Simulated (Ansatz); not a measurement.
One crystal and one scan (energy against volume) at two levels, PBE (plane waves to 420 eV, PAW, scalar-relativistic; Ansatz, an electronic-structure program) and PBEsol (plane waves to 420 eV, PAW, scalar-relativistic; Ansatz), each from its own relaxed cell and on its own mesh.

The crystal is GeO₂ (alpha-quartz type, space group P3_121); the cell is scaled evenly about its relaxed volume V₀.

Energies are smeared free energies. GeO2 was relaxed with its symmetry unable to fall. With the shape held, the modulus is that of even scaling; a crystal free to change shape is softer.

```
quantity                                                                     run 1  run 2
---------------------------------------------------------------------------  -----  -----
Lattice constant a (Å)                                                       5.093  4.991
Lattice constant c (Å)                                                       5.768  5.692
Relaxed volume (Å³/atom)                                                     14.40  13.64
Band gap of the relaxed cell, no spin-orbit coupling (eV)                     3.22   3.36
Bulk modulus at fixed cell shape B₀ (third-order Birch-Murnaghan fit) (GPa)   39.5   39.3
Pressure derivative B₀′ (fit)                                                  3.3    3.7
```

Problem. Which run is which level?

Solution. Run 1 is PBE, run 2 is PBEsol. PBE gives the higher value for: lattice constant a; lattice constant c; relaxed volume. PBE gives the lower value for: band gap of the relaxed cell, no spin-orbit coupling; pressure derivative B₀′. They agree on: bulk modulus at fixed cell shape B₀ (within 1.5 %).

(A scan under strain: stresses follow from slopes of the energy per volume, elastic moduli from its curvatures.)
